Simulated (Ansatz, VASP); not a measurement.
## Cross-check of CoO between VASP and Ansatz

One calculation is typed for both programs; each brings its own data sets. How far apart do they land? The cell is taken from a series of runs on this material, whose earlier steps may have relaxed, scaled, displaced or heated it; both programs get it as it stands.

Calculated with Ansatz 0.2.0; plane waves, with VASP 6.6.1 beside it; PBE, DFT+U.

**1. Set-up**

The structure is trigonal, space group R-3m (No. 166). Conventional cell: a = 3.011 Å, b = 3.011 Å, c = 7.320 Å, α = 90.00°, β = 90.00°, γ = 120.00°. Co has 6 O at 2.12 Å nearest. O has 6 Co at 2.12 Å nearest. Farther neighbours and most contacts between anions are not listed.

**2. Ansatz: single point, PBE, DFT+U**

Ansatz runs on its default PAW (the set named soft_2) files.

With cell and atoms fixed, the geometry can't cause a difference; cores, projectors, grids and the points listed under the comparison can.

File input.yaml:

```yaml
crystal:
  lattice:
    - [-1.505469545, -0.869183247, -2.439926906]
    - [3.01093909, 1.738366494, -2.439926906]
    - [1.505469545, -4.345916235, 2.439926906]
  atoms:
    - { symbol: Co, position: [0.666666667, 0.666666667, 0.333333333], spin: 3.0 }
    - { symbol: Co, position: [0.333333333, 0.333333333, 0.666666667], spin: 3.0 }
    - { symbol: Co, position: [0.0, 0.0, 0.0], spin: -3.0 }
    - { symbol: O, position: [0.666666667, 0.166666667, 0.333333333] }
    - { symbol: O, position: [0.333333333, 0.833333333, 0.666666667] }
    - { symbol: O, position: [0.0, 0.5, 0.0] }
magnetization:
  spin_polarized: true
kpoints:
  mp_grid: { grid: [9, 9, 9] }
hamiltonian:
  xc: pbe
  hubbard:
    sites:
      - { species: Co, l: d, u_eff: 3.5 }
      - { site: 0, l: d, u_eff: 3.5, starting_ns: [{ spin: up, occupation_matrix: co1_major }, { spin: down, occupation_matrix: co1_minor }] }
      - { site: 1, l: d, u_eff: 3.5, starting_ns: [{ spin: up, occupation_matrix: co1_major }, { spin: down, occupation_matrix: co1_minor }] }
      - { site: 2, l: d, u_eff: 3.5, starting_ns: [{ spin: up, occupation_matrix: co1_minor }, { spin: down, occupation_matrix: co1_major }] }
    projectors: ortho-atomic
    occupation_matrices:
      co1_major:
        matrix:
          - [0.998, 0.0, 0.0, 0.0, 0.0]
          - [0.0, 0.997, 0.0, 0.0, -0.001]
          - [0.0, 0.0, 0.997, -0.001, 0.0]
          - [0.0, 0.0, -0.001, 0.998, 0.0]
          - [0.0, -0.001, 0.0, 0.0, 0.998]
      co1_minor:
        matrix:
          - [0.851, 0.0, 0.296, -0.141, 0.0]
          - [0.0, 0.28, 0.0, 0.0, -0.315]
          - [0.296, 0.0, 0.223, -0.01, 0.0]
          - [-0.141, 0.0, -0.01, 0.109, 0.0]
          - [0.0, -0.315, 0.0, 0.0, 0.849]
scf:
  occupations: { method: fermi_dirac, width: 0.05 }
output:
  eigenvalues: true
```

Started as:

```bash
$ ansatz run input.yaml --threads 4 --pin off --max-ram 8192MiB --backend cpu --events-out ev --progress --plain --runs-dir out
```

Numbers of over 12 decimals in the logs are rounded to 6 here.

The program printed:

```text
Warning: crystal.symmetry: narrowed to the stabiliser of the occupation matrices — unitary ops 4 → 2; lowered by the specified shells (site 0, l: d), (site 1, l: d), (site 2, l: d); largest admitted image defect 4.4e-16, smallest excluded 5.6e-1 — at a splitting's scale: the group the occupation matrices' own texture admits
Engine: ansatz 0.2.0, aarch64-unknown-linux-gnu
Pseudopotentials: kind: paw
Pseudopotential: Co, paw, valence charge 17, recommended cutoff 420 eV (normal), Co.paw.azcp
Pseudopotential: O, paw, valence charge 6, recommended cutoff 420 eV (normal), O.paw.azcp
Functional definition: PBE
  parameter kappa = 0.804
  parameter beta = 0.066725
  exchange = pbe_x(kappa = kappa, mu = beta*pi^2/3)
  correlation = pbe_c(beta = beta)
Crystal: 6 atoms, lattice volume = 57.469 Å³
Basis set: ecut = 420 eV, 1097 PW (Γ)
Bands: 47, of which v1, the nominal top of the filled ones, is band 35 counted from 1 (34 counted from 0)
Symmetry: 2 space group operations
k-points: 365 of 729
Non-local potential: Co, projectors of the file, l = 0: 3, l = 1: 2, l = 2: 3, l = 3: 1
Non-local potential: O, projectors of the file, l = 0: 2, l = 1: 2, l = 2: 1
PAW form: soft (Blöchl's): semilocal exchange-correlation on the pseudo side does not see the compensation charge
PAW one-centre angular grid: Co, 590 points (default); XC on 64 Gauss nodes
PAW one-centre angular grid: O, 110 points (default); XC on 64 Gauss nodes
Initial density: superposition of atomic densities (chi_scale 0.1, normalization cell, long waves kept (reshape's long-wave potential 0.00 eV rms))
Starting moments: Σ|m| = 9 μB on 3 of 6 sites
Initial wavefunctions: pseudopotential atomic-orbital guess
Functional: x = pbe(κ = 0.804, μ = 0.219515), c = pbe(β = 0.066725)
SCF iter   1: F=—  HF=-17076.348548 eV  |F-HF|=—  |Δ(HF+E_count)|=         —  Δρ=1.74e-1 (↑1.38e-1 ↓1.74e-1)  dr2=3.32e1  dr2_m=2.62e0  M=2.513 μB ∫|m|=6.635 μB  β_m=0.30  ethr=3.10e-3  ⟨swp⟩=5.3  Hψ=113530  notcnv=0  defer=44
preconditioner: auto → Kerker (q_TF=auto, 2.813 Å⁻¹)  [metal: Δε(μ)=0.001 eV  Ē_g=12.873 eV  σ=0.050 eV  W_gap=0.01  n_scr=20 (ndim 8)  ℏωp=32.9 eV  f_vac=0.000  D(μ)=4.73/eV (n_scr^D=58)]
spin=Collinear: Kerker preconditioning applied to the charge; magnetization (m = ρ↑ − ρ↓) channel mixes plain (no charge-response kernel on spin).
SCF iter   2: F=—  HF=-17072.953665 eV  |F-HF|=—  |Δ(HF+E_count)|=    3.39e0  Δρ=6.52e-2 (↑5.31e-2 ↓6.52e-2)  dr2=1.32e0  dr2_m=9.05e-1  M=3.000 μB ∫|m|=8.290 μB  β_m=1.00  ethr=3.10e-3  ⟨swp⟩=3.0  Hψ=76212  notcnv=0  defer=3020
preconditioner: auto → Resta (q_TF=auto, 2.813 Å⁻¹)  ε∞=7.6  [insulator: Δε(μ)=1.343 eV  Ē_g=12.812 eV  σ=0.050 eV  W_gap=1.00  n_scr=20 (ndim 8)  ℏωp=32.9 eV  f_vac=0.000  D(μ)=0.00/eV (n_scr^D=0)  ε∞_Penn≈7.6]
spin=Collinear: Resta preconditioning applied to the charge; magnetization (m = ρ↑ − ρ↓) channel mixes plain (no charge-response kernel on spin).
SCF iter   3: F=—  HF=-17073.350724 eV  |F-HF|=—  |Δ(HF+E_count)|=   3.97e-1  Δρ=3.13e-2 (↑3.13e-2 ↓3.04e-2)  dr2=6.52e-1  dr2_m=7.71e-3  M=3.000 μB ∫|m|=8.364 μB  β_m=1.00  ethr=1.91e-3  ⟨swp⟩=2.5  Hψ=57234  notcnv=0  defer=3721
SCF iter   4: F=—  HF=-17073.699561 eV  |F-HF|=—  |Δ(HF+E_count)|=   3.49e-1  Δρ=8.24e-3 (↑7.88e-3 ↓8.24e-3)  dr2=4.70e-2  dr2_m=4.20e-3  M=3.000 μB ∫|m|=8.391 μB  β_m=0.30  ethr=9.45e-4  ⟨swp⟩=2.3  Hψ=53009  notcnv=0  defer=3768
Mixer restart at iter 4: flushing history
spin-set hold released at iteration 4 (site moments contracting): the magnetisation degrees of freedom join the quasi-Newton model from the next iteration; the mixer history was flushed
SCF iter   5: F=—  HF=-17073.890053 eV  |F-HF|=—  |Δ(HF+E_count)|=   1.90e-1  Δρ=6.44e-3 (↑5.97e-3 ↓6.44e-3)  dr2=2.33e-2  dr2_m=3.27e-3  M=3.000 μB ∫|m|=8.416 μB  β_m=0.65  ethr=6.81e-5  ⟨swp⟩=2.7  Hψ=61686  notcnv=0  defer=4020
SCF iter   6: F=—  HF=-17074.104298 eV  |F-HF|=—  |Δ(HF+E_count)|=   2.14e-1  Δρ=4.80e-3 (↑4.58e-3 ↓4.80e-3)  dr2=2.55e-2  dr2_m=3.26e-4  M=3.000 μB ∫|m|=8.416 μB  β_m=0.57  ethr=3.38e-5  ⟨swp⟩=2.0  Hψ=61505  notcnv=0  defer=4115
SCF iter   7: F=—  HF=-17074.098005 eV  |F-HF|=—  |Δ(HF+E_count)|=   6.29e-3  Δρ=8.91e-4 (↑8.68e-4 ↓8.91e-4)  dr2=1.03e-3  dr2_m=5.76e-5  M=3.000 μB ∫|m|=8.435 μB  β_m=0.64  ethr=3.38e-5  ⟨swp⟩=2.0  Hψ=56609  notcnv=0  defer=4185
SCF iter   8: F=—  HF=-17074.098264 eV  |F-HF|=—  |Δ(HF+E_count)|=   2.59e-4  Δρ=4.54e-4 (↑3.77e-4 ↓4.54e-4)  dr2=1.45e-4  dr2_m=1.89e-5  M=3.000 μB ∫|m|=8.433 μB  β_m=0.79  ethr=1.49e-6  ⟨swp⟩=2.1  Hψ=45601  notcnv=0  defer=4181
SCF iter   9: F=—  HF=-17074.098440 eV  |F-HF|=—  |Δ(HF+E_count)|=   1.76e-4  Δρ=2.45e-4 (↑1.86e-4 ↓2.45e-4)  dr2=4.09e-5  dr2_m=6.66e-6  M=3.000 μB ∫|m|=8.432 μB  β_m=0.90  ethr=2.10e-7  ⟨swp⟩=2.0  Hψ=46760  notcnv=0  defer=4181
SCF iter  10: F=—  HF=-17074.098468 eV  |F-HF|=—  |Δ(HF+E_count)|=   2.76e-5  Δρ=1.25e-4 (↑9.98e-5 ↓1.25e-4)  dr2=1.16e-5  dr2_m=8.01e-7  M=3.000 μB ∫|m|=8.432 μB  β_m=0.95  ethr=5.93e-8  ⟨swp⟩=2.2  Hψ=53355  notcnv=0  defer=4181
SCF iter  11: F=—  HF=-17074.098470 eV  |F-HF|=—  |Δ(HF+E_count)|=   2.49e-6  Δρ=9.14e-5 (↑9.14e-5 ↓8.03e-5)  dr2=7.62e-6  dr2_m=3.34e-7  M=3.000 μB ∫|m|=8.433 μB  β_m=0.88  ethr=1.68e-8  ⟨swp⟩=2.0  Hψ=55360  notcnv=0  defer=4181
SCF iter  12: F=—  HF=-17074.098469 eV  |F-HF|=—  |Δ(HF+E_count)|=   1.05e-6  Δρ=2.66e-5 (↑2.02e-5 ↓2.66e-5)  dr2=4.36e-7  dr2_m=8.42e-8  M=3.000 μB ∫|m|=8.432 μB  β_m=0.94  ethr=1.10e-8  ⟨swp⟩=2.0  Hψ=54963  notcnv=0  defer=4178
SCF iter  13: F=—  HF=-17074.098470 eV  |F-HF|=—  |Δ(HF+E_count)|=   5.55e-7  Δρ=1.84e-5 (↑1.19e-5 ↓1.84e-5)  dr2=1.99e-7  dr2_m=3.39e-8  M=3.000 μB ∫|m|=8.432 μB  β_m=0.97  ethr=1.45e-10  ⟨swp⟩=8.8  Hψ=141097  notcnv=0
SCF iter  14: F=—  HF=-17074.098470 eV  |F-HF|=—  |Δ(HF+E_count)|=   2.93e-7  Δρ=1.62e-5 (↑1.12e-5 ↓1.62e-5)  dr2=1.95e-7  dr2_m=2.31e-8  M=3.000 μB ∫|m|=8.432 μB  β_m=0.99  ethr=1.45e-10  ⟨swp⟩=3.6  Hψ=76818  notcnv=0
SCF iter  15: F=—  HF=-17074.098471 eV  |F-HF|=—  |Δ(HF+E_count)|=   3.64e-7  Δρ=1.30e-5 (↑9.61e-6 ↓1.30e-5)  dr2=1.25e-7  dr2_m=1.42e-8  M=3.000 μB ∫|m|=8.432 μB  β_m=0.99  ethr=2.83e-10  ⟨swp⟩=2.0  Hψ=55336  notcnv=0
SCF iter  16: F=—  HF=-17074.098471 eV  |F-HF|=—  |Δ(HF+E_count)|=   3.47e-7  Δρ=9.29e-6 (↑7.41e-6 ↓9.29e-6)  dr2=4.40e-8  dr2_m=1.05e-8  M=3.000 μB ∫|m|=8.432 μB  β_m=1.00  ethr=1.45e-10  ⟨swp⟩=4.0  Hψ=103175  notcnv=0
SCF iter  17: F=-17074.098471 eV  HF=-17074.098471 eV  |F-HF|=1.38e-8  |Δ(HF+E_count)|=   2.62e-7  Δρ=7.74e-6 (↑6.30e-6 ↓7.74e-6)  dr2=3.73e-8  dr2_m=8.28e-9  M=3.000 μB ∫|m|=8.432 μB  ethr=6.37e-11  ⟨swp⟩=4.0  Hψ=99346  notcnv=0
SCF 1 converged in 17 iterations: F = -17074.098471 eV  dr2 = 3.73e-8
  greatest PAW one-centre occupation: 1.004 electrons in one spin orbital (limit 2), on the Co atom at site 1 (counted from 0), in its partial waves of l = 1
SCF converged after 17 iterations
Magnetization: 3.0000 μB (36.0000 up, 33.0000 down)
Absolute magnetization: 8.4297 μB (∫|ρ↑−ρ↓|, with the PAW one-centre terms)
Spin contamination: 2.9166 ħ² per cell (⟨S²⟩ above its minimum at these occupations)
Per-site moments (μB) at R_I (Å): [(2.571166, 0.876039), (2.571166, 0.876039), (-2.541898, 0.876039), (0.074228, 0.876039), (0.074228, 0.876039), (0.080559, 0.876039)]
Free energy (F): -17074.098471 eV
Harris-Foulkes:  -17074.098471 eV  (|F-HF|=1.38e-8)
Internal energy: -17074.098471 eV  (E = F + TS)
E sigma→0 (E₀):  -17074.098471 eV
Fermi energy:    14.386147 eV
--- Per-component energies (eV) ---
  E_band       = -940.791252
  E_kinetic    = 1853.389261
  E_local      = -10259.625239  (includes V_loc(G=0)·N_el)
  E_nonlocal   = 1544.715346
  E_hartree    = 4212.523230
  E_xc         = -686.905408
  E_vxc        = -882.701636  (∫ρ·V_xc dr)
  E_hubbard    = 1.772960  (on-site DFT+U / exact-exchange correction)
  E_vhub       = -34.869090  (the Hubbard potential's part of the band-sum identity)
  E_paw        = -5031.923328  (= ΣΔE_a)
  E_vpaw       = -1586.752361  (= ΣTr[D̂ρ^β])
  E_aug_tail   = 0.007534  (compensation charges beyond the density's cutoff)
  E_ewald      = -8708.052827
  E_smearing   = -0.000000  (= −TS)
  E_closure    = 0.000000  (closes the sum)
  Σ components = -17074.098471   (vs F -17074.098471, Δ=0.00e0)
--- Specified on-site occupations, and those of the state reported ---
  electrons in the specified blocks: 21.9000 specified, 21.9514 found
  site 2 (l=d) ↑: largest change of an orbital's occupation 0.0292; electrons 2.3120 specified, 2.3466 found; spectral distance 0.0259
  site 0 (l=d) ↓: largest change of an orbital's occupation 0.0156; electrons 2.3120 specified, 2.3301 found; spectral distance 0.0136
  site 1 (l=d) ↓: largest change of an orbital's occupation 0.0156; electrons 2.3120 specified, 2.3301 found; spectral distance 0.0136
  site 2 (l=d) ↓: largest change of an orbital's occupation 0.0043; electrons 4.9880 specified, 4.9773 found; spectral distance 0.0058
  site 0 (l=d) ↑: largest change of an orbital's occupation 0.0020; electrons 4.9880 specified, 4.9837 found; spectral distance 0.0027
  site 1 (l=d) ↑: largest change of an orbital's occupation 0.0020; electrons 4.9880 specified, 4.9837 found; spectral distance 0.0027
--- Band table (eV; the first three rows and the last of 730) ---
  k-point 0 ↑: bands = [... 31 lower, 11.3467, 11.3947, 11.6862, 11.8254, 12.8130, 15.2661, 15.6479, 16.1455, ... 8 higher]
  k-point 1 ↑: bands = [... 31 lower, 11.3747, 11.6113, 11.7357, 11.8061, 12.7799, 15.5594, 15.6463, 16.1391, ... 8 higher]
  k-point 2 ↑: bands = [... 31 lower, 11.4272, 11.6832, 11.8130, 11.8838, 12.8137, 15.6329, 16.0411, 16.3531, ... 8 higher]
  k-point 364 ↓: bands = [... 31 lower, 12.2763, 12.6118, 15.7112, 15.7897, 16.2150, 16.2816, 16.4779, 17.2623, ... 8 higher]
Occupation matrices written to <dir>
```

(Continued in part 2 of 2.)

[Lines on the potential files, build, host, timing and source positions are cut from VASP's logs without a mark.]

[Logs are printed without paths, hosts, clocks, repeated set-up lines and the standing remarks that a program may print on its own settings, such as how far it seeks lower states.]

[Hosts, paths, dates, database ids (printed as entryN), source tags and the programs' standing remarks are cut or masked in the printed files.]
